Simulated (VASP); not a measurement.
Co, 2 atoms in the cell. Symmetry: P6_3/mmc, No. 194, hexagonal system. Conventional cell: a = 2.471 Å, b = 2.471 Å, c = 4.170 Å, α = 90.00°, β = 90.00°, γ = 120.00°. Co (site symmetry -6m2) is surrounded by 12 Co at 2.47 to 2.53 Å. 

```yaml
Program: VASP 6.6.1
Task: relaxation of cell and atoms
Functional: PBE
Potentials_or_basis: VASP PAW PBE potentials, release 64 (Co)
Cutoff: 520 eV
k_mesh: 6 × 6 × 2
Occupations: gaussian, width 0.1 eV
Spin: collinear spin, ferromagnetic start
Starting_moments: "[1.5, 1.5] μB"
Further_INCAR_settings: ALGO = Normal; EDIFF = 1e-07; IBRION = 2; EDIFFG = -0.002; NSW = 80; ISIF = 3
```

Potentials or basis: VASP PAW PBE potentials, release 64 (Co).

Run with:

```console
$ cat potpaw_PBE.64/Co/POTCAR > POTCAR
$ mpirun -np 1 vasp_std > vasp.out
```

Hardware: 1 thread of Intel(R) Xeon(R) 6975P-C (Granite Rapids), on a shared host.

**Question.** Estimate the wall time of this run.

**Answer.** Wall time 9.3 s on 1 thread of Intel(R) Xeon(R) 6975P-C (Granite Rapids), on a shared host, peak memory 0.14 GiB. Counts: scf iterations 16, k points 14, ion steps 1.
